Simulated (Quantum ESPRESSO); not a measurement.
Ge under changes of volume

One of the cells (22.639 Å³/atom); the others are scaled copies at fixed shape and fractional positions:

```
Ge
1.0
     0.00000    2.82891    2.82891
     2.82891    0.00000    2.82891
     2.82891    2.82891    0.00000
Ge
2
Direct
  0.75000 0.75000 0.75000
  0.50000 0.50000 0.50000
```

```yaml
Program: Quantum ESPRESSO 7.5
Functional: rev-vdW-DF2
Potentials_or_basis: PseudoDojo 0.4.1 SR PBE standard
Cutoff: 1061 eV
Density_cutoff: 4245 eV
k_mesh: 8 × 8 × 8
Occupations: fermi-dirac, width 0.05 eV
Spin: no spin polarisation
```

```tsv
volume (Å³/atom)	energy over the lowest point (meV/atom)	pressure (GPa)
21.281	39.02	6.8
21.733	?	?
22.186	10.78	3.3
22.639	3.40	1.9
23.092	0.00	0.5
23.545	0.15	-0.7
23.997	3.49	-1.7
```

**Question.** What does the run at 21.733 Å³/atom give?

**Answer.** Energy over the lowest point 22.44 meV/atom; pressure 4.9 GPa.

Worked out: A Birch-Murnaghan fit of order 3 (a polynomial in V^(-2/3)) to the other rows has its minimum at 23.30 Å³/atom with B0 = V·E''(V) = 62 GPa and B' = 4.2. It gives 22.50 meV/atom at 21.733 Å³/atom, against the run's 22.44, and -dE/dV = 5.0 GPa, against 4.9.

Energies are extrapolated to zero smearing.

Caveats: the potentials were made for another functional, which shifts forces and pressure.
